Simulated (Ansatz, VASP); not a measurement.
**Two plane-wave programs on K**

INCAR

```
  PREC = Accurate
  ENCUT = 520
  EDIFF = 1E-7
  ISMEAR = -1
  SIGMA = 0.1
  LREAL = F
  LASPH = T
  NELM = 100
  ALGO = Normal
  ISIF = 2
  LWAVE = F
  LCHARG = F
  GGA = PS
  NBANDS = 10
```

File KPOINTS:

```
Automatic mesh
0
Gamma
  8 8 8
```

The input POSCAR:

```
K
1.0
    4.1973445970      0.0000000000      0.0000000000
    0.0000000000      4.1973445970      0.0000000000
    0.0000000000      0.0000000000      4.1973445970
K
1
Direct
    0.0000000000      0.0000000000      0.0000000000
```

Input for Ansatz:

```yaml
crystal:
  lattice:
    - [4.197344597, 0.0, 0.0]
    - [0.0, 4.197344597, 0.0]
    - [0.0, 0.0, 4.197344597]
  atoms:
    - { symbol: K, position: [0.0, 0.0, 0.0] }
hamiltonian:
  xc: pbesol
  pseudopotentials:
    kind: paw
    azcp:
      K: "pseudopotentials/K.paw.azcp"
basis:
  ecutwfc: 420
  fft_grid_basis: typed
kpoints:
  mp_grid: { grid: [8, 8, 8], shift: [0, 0, 0] }
magnetization:
  spin_polarized: false
scf:
  occupations: { method: fermi_dirac, width: 0.1 }
  lower_state_search: "off"
output:
  stress: true
  write_density: true
  write_potential: true
  elf: true
  volumetric_format: npy
```

Alike in both runs: task single point; functional PBEsol; k mesh 8 × 8 × 8; occupations fermi-dirac, width 0.1 eV; no spin polarisation.

```csv
,VASP,Ansatz
version,VASP 6.6.1,Ansatz 0.2.0
potentials or method,"VASP PAW PBE potentials, release 64 (K_sv)","plane waves (420 eV) with PAW, scalar-relativistic"
plane-wave cutoff (eV),520,420
valence electrons in the cell,9,9
```

|  | VASP | Ansatz | Ansatz less VASP |
| --- | --- | --- | --- |
| pressure (GPa) | 0.1 | 0.1 | +0.01 |

The functional is the same, so the differences come from potentials, cutoffs and numerics. Ansatz warned: «pseudo_functional_mismatch».

Caveats: the PAW data sets were made with another functional, which shifts forces and pressure a little (VASP).
